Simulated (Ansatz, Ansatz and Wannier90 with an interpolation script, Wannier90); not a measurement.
# Settings in Wannier-interpolated G0W0: AlAs (F-43m)

Aim: vary the Wannier model and the GW settings for AlAs (F-43m) and see what the interpolated bands lose.

Main program and level: Wannier90 4.0.3; maximally localised Wannier functions from the overlaps of LDA states (plane waves, PAW).

This is a report of a sequence of runs, with most program output left out.

## (1) Set-up

The structure is cubic, space group F-43m (No. 216). Conventional cell: a = 5.661 Å, b = 5.661 Å, c = 5.661 Å, α = 90.00°, β = 90.00°, γ = 90.00°. Nearest to Al lie 4 As at 2.45 Å. As has 4 Al at 2.45 Å nearest. Farther neighbours are not listed.

The cell and positions come from the Crystallography Open Database and are kept as given unless a step says otherwise.

## (2) Wannier model on 16×16×16, by Wannier90

Localised functions give a small Hamiltonian that interpolates between mesh points at no cost.

Input file w.win:

```
num_iter = 1200
conv_tol = 1.0e-8
conv_window = 5
dis_num_iter = 4000
dis_conv_tol = 1.0e-8
dis_mix_ratio = 0.7
write_hr = true
use_ws_distance = false
num_print_cycles = 50
! ansatz wannier90 interface
! projections by site (counted from 0) and shell: 0 3S, 0 3P, 1 4P
! states of the run's bands (counted from 1): 1-19
num_bands = 19
num_wann  = 7
dis_win_min = 0.39
dis_win_max = 17.61
dis_froz_min = 0.39
dis_froz_max = 10.37
guiding_centres = true

begin unit_cell_cart
Ang
                      0.0                   2.8304                   2.8304
                   2.8304                      0.0                   2.8304
                   2.8304                   2.8304                      0.0
end unit_cell_cart

begin atoms_frac
Al                       0.0                      0.0                      0.0
As                      0.75                     0.75                     0.75
end atoms_frac

mp_grid = 16 16 16

[... the mesh's points ...]
```

Started as:

```
$ OMP_NUM_THREADS=1 mpirun -n 8 wannier90.x w > wannier90.x.log
```

Wall time 21 s (8 MPI ranks of Arm Neoverse V2, shared host); 2.7 min of CPU time.

Numbers from this step:

* gauge-invariant spread: 21.41 Å²
* diagonal spread: 0.2723 Å²
* off-diagonal spread: 5.655 Å²
* total spread: 27.33 Å²
* disentanglement steps: 282
* r.m.s. interpolation error: 0.002348 eV
* r.m.s. error near the gap: 0.003034 eV

Near the gap the model misses directly solved bands by 3.0 meV r.m.s. and by 20 meV at most in the window tested. This tests the starting bands, not the corrections carried with them.

## (3) Wannier model on 16×16×16, by the program's own minimiser

This step: maximally localised Wannier functions, LDA, plane waves, PAW.

Input file input.yaml:

```yaml
crystal:
  lattice:
    - [0.0, 2.8304, 2.8304]
    - [2.8304, 0.0, 2.8304]
    - [2.8304, 2.8304, 0.0]
  atoms:
    - { symbol: Al, position: [0.0, 0.0, 0.0] }
    - { symbol: As, position: [0.75, 0.75, 0.75] }
kpoints:
  mp_grid: { grid: [8, 8, 8] }
hamiltonian:
  xc: lda
scf:
  occupations: { method: fixed }
  n_extra_bands: 30
output:
  wannier:
    kmesh: [16, 16, 16]
    projections:
      - { species: Al, l: s, shell: 3 }
      - { species: Al, l: p, shell: 3 }
      - { species: As, l: p, shell: 4 }
    minimise: true
    write_hr: true
    seedname: w
    conv_tol: 1.0e-06
    max_iter: 20000
    stability_check: false
    disentanglement:
      window: [0.39, 17.61]
      frozen_window: [0.39, 10.37]
      conv_tol: 1.0e-08
```

Started as:

```
$ ansatz run input.yaml --threads 12 --pin off --max-ram 22118MiB --backend cpu --events-out ev --progress --plain --runs-dir out
```

Run time: 15 s. Hardware: 12 threads; peak memory 2.9 GiB.

This step gave:

| Item | Value |
| --- | --- |
| gauge-invariant spread | 21.41 Å² |
| diagonal spread | 0.2727 Å² |
| off-diagonal spread | 5.655 Å² |
| total spread | 27.33 Å² |
| least projectability | 0.2094 |
| localisation steps | 77 |
| disentanglement steps | 274 |
| r.m.s. interpolation error | 0.002350 eV |
| r.m.s. error near the gap | 0.003036 eV |

Near the gap the model misses directly solved bands by 3.0 meV r.m.s. and by 20 meV at most in the window tested. This tests the starting bands, not the corrections carried with them.

Frozen up to 4.25 eV; above it the model need not follow the bands. The electronic bands at the labelled points (eV, zero at the valence-band top; v1 is the highest filled band, c1 the lowest empty one):

```
    point     v3     v2     v1    c1    c2     c3     c4
        Γ   0.00   0.00   0.00  1.85  4.27   4.27   4.27
  halfway  -3.25  -1.34  -1.34  2.52  3.68   6.79   6.79
        X  -5.44  -2.17  -2.17  1.35  2.21  10.19  10.19
  halfway  -5.36  -2.72  -2.07  1.71  2.95   9.44   9.45
        U  -5.18  -3.42  -1.80  2.15  5.09   8.14   8.20
jump to K  -5.18  -3.42  -1.80  2.15  5.09   8.14   8.20
  halfway  -3.71  -2.00  -0.45  3.61  4.93   5.16   6.10
        Γ   0.00   0.00   0.00  1.85  4.27   4.27   4.27
  halfway  -3.41  -0.48  -0.48  2.49  4.95   4.95   6.45
        L  -5.58  -0.82  -0.82  2.02  4.74   4.74   7.75
  halfway  -5.27  -2.70  -1.54  3.59  4.17   6.72   7.90
        W  -5.09  -3.19  -2.83  4.25  5.57   5.62   7.78
  halfway  -5.29  -2.70  -2.54  2.42  3.32   8.03   9.67
        X  -5.44  -2.17  -2.17  1.35  2.21  10.19  10.19
```

The same for Kohn-Sham, solved directly:

```
point     v3     v2     v1    c1    c2     c3     c4
    Γ   0.00   0.00   0.00  1.85  4.27   4.27   4.27
    X  -5.44  -2.17  -2.17  1.35  2.21  10.19  10.19
    U  -5.18  -3.42  -1.80  2.15  4.90   8.11   8.20
    K  -5.18  -3.42  -1.80  2.15  4.90   8.11   8.20
    Γ   0.00   0.00   0.00  1.85  4.27   4.27   4.27
    L  -5.58  -0.82  -0.82  2.02  4.65   4.65   7.60
    W  -5.09  -3.19  -2.83  4.25  5.57   5.62   5.99
    X  -5.44  -2.17  -2.17  1.35  2.21  10.19  10.19
```

## (4) Wannier model on 8×8×8, by Wannier90

This step: maximally localised Wannier functions from the overlaps of LDA states (plane waves, PAW).

Edit w.win of step 2 so:

```diff
@@ -32,3 +32,3 @@
 
-mp_grid = 16 16 16
+mp_grid = 8 8 8
```

Started as:

```
$ OMP_NUM_THREADS=1 mpirun -n 8 wannier90.x w > wannier90.x.log
```

The job ended after 2.2 s (8 MPI ranks).

This step gave:

* gauge-invariant spread: 18.98 Å²
* diagonal spread: 0.2100 Å²
* off-diagonal spread: 5.630 Å²
* total spread: 24.82 Å²
* disentanglement steps: 78
* r.m.s. interpolation error: 0.01694 eV
* r.m.s. error near the gap: 0.02209 eV

Near the gap the model misses directly solved bands by 22.1 meV r.m.s. and by 207 meV at most in the window tested. This tests the starting bands, not the corrections carried with them.

Frozen up to 4.25 eV; above it the model need not follow the bands. The electronic bands at the labelled points (eV, zero at the valence-band top; v1 is the highest filled band, c1 the lowest empty one):

```
    point     v3     v2     v1    c1    c2     c3     c4
        Γ   0.00   0.00   0.00  1.85  4.28   4.28   4.28
  halfway  -3.25  -1.34  -1.34  2.52  3.68   6.79   6.79
        X  -5.44  -2.17  -2.17  1.35  2.21  10.19  10.19
  halfway  -5.36  -2.71  -2.07  1.70  2.98   9.32   9.52
        U  -5.18  -3.42  -1.80  2.15  5.26   8.15   8.21
jump to K  -5.18  -3.42  -1.80  2.15  5.26   8.15   8.21
  halfway  -3.71  -2.01  -0.45  3.63  4.99   5.16   6.24
        Γ   0.00   0.00   0.00  1.85  4.28   4.28   4.28
  halfway  -3.41  -0.48  -0.48  2.49  4.98   4.98   6.46
        L  -5.58  -0.82  -0.82  2.02  4.87   4.87   7.90
  halfway  -5.27  -2.70  -1.54  3.59  4.17   6.73   7.93
        W  -5.09  -3.19  -2.83  4.25  5.57   5.62   7.75
  halfway  -5.29  -2.70  -2.54  2.42  3.32   8.03   9.62
        X  -5.44  -2.17  -2.17  1.35  2.21  10.19  10.19
```

The same for Kohn-Sham, solved directly:

(Unchanged from step 3.)

## (5) G0W0: 8×8×8 mesh, 208 empty bands, screening to 160 eV

Now the one-shot GW correction: screening in the RPA, then the self-energy of the levels asked for.

This step: G0W0 on LDA, plane waves, PAW.

input.yaml, the sections that differ from step 3:

```yaml
scf:
  occupations: { method: fixed }
gw:
  n_empty_bands: 208
  ecut_chi: 160.0
  qp_bands: [v3, c4]
  screening: { model: contour_deformation }
# crystal, kpoints, hamiltonian: as in step 3
# output: removed
```

Started as:

```
$ ansatz run input.yaml --threads 12 --pin off --max-ram 22118MiB --backend cpu --events-out ev --progress --plain --runs-dir out
```

Wall time 8.6 min (12 threads); peak memory 1.7 GiB.

The G0W0 gap on the mesh is 2.076 eV.

## (6) G0W0: 4×4×4 mesh, 208 empty bands, screening to 160 eV

Edit input.yaml of step 5 so:

```diff
@@ -9,3 +9,3 @@
 kpoints:
-  mp_grid: { grid: [8, 8, 8] }
+  mp_grid: { grid: [4, 4, 4] }
 hamiltonian:
```

Elapsed: 11 s, on 12 threads; peak memory 1.2 GiB.

The G0W0 gap on the mesh is 2.006 eV.

## (7) G0W0: 8×8×8 mesh, 96 empty bands, screening to 96 eV

input.yaml, the sections that differ from step 6:

```yaml
kpoints:
  mp_grid: { grid: [8, 8, 8] }
gw:
  n_empty_bands: 96
  ecut_chi: 96
  qp_bands: [v3, c4]
  screening: { model: contour_deformation }
# crystal, hamiltonian, scf: as in step 6
```

Wall time 2.1 min (12 threads); peak memory 0.72 GiB.

The G0W0 gap on the mesh is 1.959 eV.

## (8) G0W0: 8×8×8 mesh, 208 empty bands, screening to 160 eV, plasmon pole

Edit input.yaml of step 7 so:

```diff
@@ -15,5 +15,5 @@
 gw:
-  n_empty_bands: 96
-  ecut_chi: 96
+  n_empty_bands: 208
+  ecut_chi: 160.0
   qp_bands: [v3, c4]
-  screening: { model: contour_deformation }
+  screening: { model: godby_needs }
```

Run time: 7.5 min. Hardware: 12 threads; peak memory 3.5 GiB; 70 min of CPU time.

The G0W0 gap on the mesh is 2.015 eV.

## (9) Interpolated results

Times are wall times on 12 threads of Arm Neoverse V2, shared host, good to a factor of about two.

```
GW mesh  empty bands  cutoff (eV)            frequency  gap on mesh (eV)  gap over zone (eV)  direct gap (eV)  valence width (eV)  GW time
  8×8×8          208          160  contour deformation             2.076               2.076            2.941               5.568  8.6 min
  4×4×4          208          160  contour deformation             2.006               2.043            2.936               5.587     11 s
  8×8×8           96           96  contour deformation             1.959               1.959            2.934               5.662  2.1 min
  8×8×8          208          160         plasmon pole             2.015               2.015            2.936               5.773  7.5 min
```

## (10) Outcome

| Property | Result |
| --- | --- |
| 8×8×8 mesh, 208 empty bands, screening to 160 eV | 2.08 eV |
| 4×4×4 mesh, 208 empty bands, screening to 160 eV | 2.04 eV |
| 8×8×8 mesh, 96 empty bands, screening to 96 eV | 1.96 eV |
| 8×8×8 mesh, 208 empty bands, screening to 160 eV, plasmon pole | 2.02 eV |

What this shows: The largest change, −0.12 eV in the gap over the zone, comes with 8×8×8 mesh, 96 empty bands, screening to 96 eV. The first run is a reference, not a converged one, and where a row moves several settings no single cause can be named. Rows on another GW mesh add that mesh's corrections to the bands of the one model. The program's own minimiser ends at the same spread as the first model, 27.3 Å², from the same trial orbitals; this need not be the lowest minimum. Coarser Wannier mesh (8×8×8): the miss near the gap goes from 3 (the model on 16×16×16) to 22 meV and the total spread from 27.3 to 24.8 Å². With 4×4×4 mesh, 208 empty bands, screening to 160 eV the gap over the zone moves by −0.03 eV and that on the mesh by −0.07 eV. With 8×8×8 mesh, 96 empty bands, screening to 96 eV the gap over the zone moves by −0.12 eV and that on the mesh by −0.12 eV. With 8×8×8 mesh, 208 empty bands, screening to 160 eV, plasmon pole the gap over the zone moves by −0.06 eV and that on the mesh by −0.06 eV. Gaps over the zone and on the mesh differ where an edge lies off the mesh, or where a GW run starts from another density: the starting gap over the zone is 1.351 eV, on the GW meshes it is 1.351 eV and 1.314 eV. The many-body steps are scalar-relativistic: spin-orbit coupling is not in them.

[Paths, hosts, dates, memory and timing lines, banners, echoed tables and standing remarks are left out of the program output.]

[Logs are printed without paths, hosts, clocks, repeated set-up lines and the standing remarks that a program may print on its own settings, such as how far it seeks lower states.]

[Runs of the session that timed out or met a known fault of the program may be left out.]

[Hosts, paths, dates, database ids (printed as entryN), source tags and the programs' standing remarks are cut or masked in the printed files.]
